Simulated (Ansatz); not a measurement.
MoS2:

```
CELL_PARAMETERS angstrom
1.58000 0.91221 6.15000
-1.58000 0.91221 6.15000
0.00000 -1.82443 6.15000
ATOMIC_POSITIONS crystal
Mo 0.00000 0.00000 0.00000
S 0.41700 0.41700 0.41700
S 0.25000 0.25000 0.25000
```

Measurements of this composition are mostly on another form, of space group No. 194.

| Item | Value |
| --- | --- |
| Program | Ansatz 0.2.0 |
| Task | relaxation of cell and atoms |
| Functional | revPBE |
| Potentials or basis | Ansatz PAW |
| Cutoff | 420 eV (not typed: the program's choice for these potentials) |
| k mesh | 10 × 10 × 10 |
| Occupations | fermi-dirac, width 0.05 eV |
| Spin | no spin polarisation |

At the start: volume 17.73 Å³/atom.

Q: How do energy, volume and symmetry change on relaxing?

A: It ends after 21 steps and the volume is 25.99 Å³/atom (+46.6 %); space group R3m (No. 160, to 0.05 Å).

Step by step:
```csv
step,energy change (eV),largest force (eV/Å),volume (Å³)
1,0.0000,0.5712,53.18
2,-0.0854,0.1403,58.31
3,-0.1184,0.0201,60.03
4,-0.1359,0.0360,62.33
5,-0.1406,0.0137,64.54
6,-0.1406,0.0099,64.67
7,-0.1407,0.0002,64.62
8,-0.1503,0.0023,64.62
9,-0.1558,0.0030,66.44
10,-0.1606,0.0170,69.16
11,-0.1621,0.0173,70.90
12,-0.1619,0.0668,72.80
13,-0.1622,0.0006,72.69
14,-0.1623,0.0010,72.49
15,-0.1644,0.0010,72.49
16,-0.1649,0.0075,73.74
17,-0.1651,0.0545,76.38
18,-0.1653,0.0127,76.76
19,-0.1652,0.0075,77.82
20,-0.1652,0.0004,77.96
21,-0.1659,0.0004,77.96
```

Final structure:
```
Mo S
1.0
     1.60167    0.92472    8.77229
    -1.60167    0.92472    8.77229
     0.00000   -1.84945    8.77229
Mo S
1 2
Direct
  0.00011 0.00011 0.00011
  0.39286 0.39286 0.39286
  0.27403 0.27403 0.27403
```

Caveat: the volume moved by over 15 % at a fixed basis, so the end points are rough; the plane-wave basis is chosen anew once the cell has moved, so the energies of steps on either side of that aren't comparable; the PAW data sets come from PBE, with cores solved anew for the run's functional, which leaves a small shift of forces and pressure.
